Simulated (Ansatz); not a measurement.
Crystal: InP.

```xyz
2
Lattice="0.0000 2.7688 2.7688 2.7688 0.0000 2.7688 2.7688 2.7688 0.0000" Properties=species:S:1:pos:R:3 pbc="T T T"
In    0.0000    0.0000    0.0000
P     2.7688    2.7688    2.7688
```

Measurements of this composition are mostly on another form, of space group No. 216.

| Item | Value |
| --- | --- |
| Program | Ansatz 0.2.0 |
| Task | relaxation of cell and atoms |
| Functional | PBEsol |
| Dispersion | D3(BJ) |
| Potentials or basis | Ansatz PAW |
| Cutoff | 420 eV (not typed: the program's choice for these potentials) |
| k mesh | 8 × 8 × 8 |
| Occupations | fermi-dirac, width 0.05 eV |
| Spin | no spin polarisation |

At the start: volume 21.23 Å³/atom.

Problem. Where does the relaxation end?

Solution. It ends after 6 steps and the volume is 19.61 Å³/atom (-7.6 %); space group Fm-3m (No. 225, to 0.05 Å).

Step by step:
```csv
step,energy change (eV),largest force (eV/Å),volume (Å³)
1,0.0000,0.0000,42.45
2,-0.0224,0.0000,36.88
3,-0.0664,0.0000,39.59
4,-0.0675,0.0000,39.26
5,-0.0675,0.0000,39.22
6,-0.0666,0.0000,39.22
```

Final structure:
```
In P
1.0
     0.00000    2.69665    2.69665
     2.69665    0.00000    2.69665
     2.69665    2.69665    0.00000
In P
1 1
Direct
  0.00000 0.00000 0.00000
  0.50000 0.50000 0.50000
```

Caveat: the plane-wave basis is chosen anew once the cell has moved, so the energies of steps on either side of that aren't comparable; pairwise dispersion overbinds metals, which lowers pressure and volume; the PAW data sets come from PBE, with cores solved anew for the run's functional, which leaves a small shift of forces and pressure.
